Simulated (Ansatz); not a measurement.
SiC: a vibration from a frozen displacement

Method: DFT r2SCAN, scalar-relativistic, plane waves, PAW in Ansatz 0.2.0. Cutoff 500 eV, Γ-centred 6×6×6 k-points, Gaussian smearing of 0.05 eV. No spin polarisation. Energies are free energies at this smearing, counted from the undisturbed cell; pressure is positive in compression.

Zero of the scan (as given, not relaxed at this level; it stands at 1.3 GPa):

```
Si C
1.0
     4.34800    0.00000    0.00000
     0.00000   -4.34800    0.00000
     0.00000    0.00000   -4.34800
Si C
4 4
Direct
  0.00000 0.50000 0.50000
  0.50000 0.00000 0.50000
  0.50000 0.50000 0.00000
  0.00000 0.00000 0.00000
  0.75000 0.75000 0.75000
  0.25000 0.25000 0.75000
  0.25000 0.75000 0.25000
  0.75000 0.25000 0.25000
```

Atom 1 (Si) is moved by x along the Cartesian unit vector (0.000, 1.000, 0.000); the cell and all other atoms stay fixed. The cell's volume is 82.20 Å³; the moved atoms weigh 28.085 u together and the others 132.299 u. Some rows repeat others by symmetry and weren't run.

| x (Å) | ΔE (meV/cell) | total force on the moved atoms along the move (eV/Å) | pressure (GPa) |
| --- | --- | --- | --- |
| -0.3000 | 1163.78 | 7.5085 | 4.4203 |
| -0.2700 | 948.40 | 6.8447 | 3.8530 |
| -0.2400 | 753.38 | 6.1525 | 3.3367 |
| -0.2100 | 579.50 | 5.4355 | 2.8742 |
| -0.1800 | 427.46 | 4.6973 | 2.4683 |
| -0.1500 | 297.84 | 3.9412 | 2.1210 |
| -0.1200 | 191.14 | 3.1703 | 1.8344 |
| -0.0900 | 107.74 | 2.3878 | 1.6098 |
| -0.0600 | 47.96 | 1.5967 | 1.4485 |
| 0.0000 | 0.00 | 0.0000 | 1.3191 |
| 0.0600 | 47.96 | -1.5967 | 1.4485 |
| 0.0900 | 107.74 | -2.3878 | 1.6098 |
| 0.1200 | 191.14 | -3.1703 | 1.8344 |
| 0.1500 | 297.84 | -3.9412 | 2.1210 |
| 0.1800 | 427.46 | -4.6973 | 2.4683 |
| 0.2100 | 579.50 | -5.4355 | 2.8742 |
| 0.2400 | 753.38 | -6.1525 | 3.3367 |
| 0.2700 | 948.40 | -6.8447 | 3.8530 |
| 0.3000 | 1163.78 | -7.5085 | 4.4203 |

Question: What frequency belongs to this motion?

Answer: The force constant is k = −dF/dx = 26.612 eV/Å², from the parabola through x = -0.0600, 0 and 0.0600. In every cell the moved atoms swing against the rest, so the mass is μ = m₁m₂/(m₁ + m₂) = 23.167 u, and ν̃ = 521.5 cm⁻¹ × √(|k|/μ) = 559 cm⁻¹, at this cell's pressure of 1.3 GPa. The pattern needn't be a normal mode: ν̃² is then a weighted mean of the squared nonzero frequencies at the zone centre of this cell, taken without macroscopic field, so it lies between the lowest and the highest of them.

Question: How far does the harmonic law reach?

Answer: At x = -0.300 Å, kx²/2 = 1197.52 meV against the computed 1163.78 meV (-2.8 %): the well is still close to harmonic there.

Question: The pressure changes with x². What does that say about the frequency under compression?

Answer: With E = k(V)x²/2, k ∝ V^(−2γ) and x scaling with the cell as V^(1/3), P − P0 = −∂E/∂V = (2γ − 2/3) ΔE/V. At x = 0.0900 Å, V(P − P0) = 82.20 × 0.29074 / 160.2 eV = 149.17 meV and ΔE = 107.74 meV, so γ = 1/3 + V(P − P0)/(2ΔE) = 1.03. This is the Grüneisen parameter of the motion under uniform scaling of the cell: shrinking the cell evenly by 1 % in volume raises the frequency by about 1.03 %.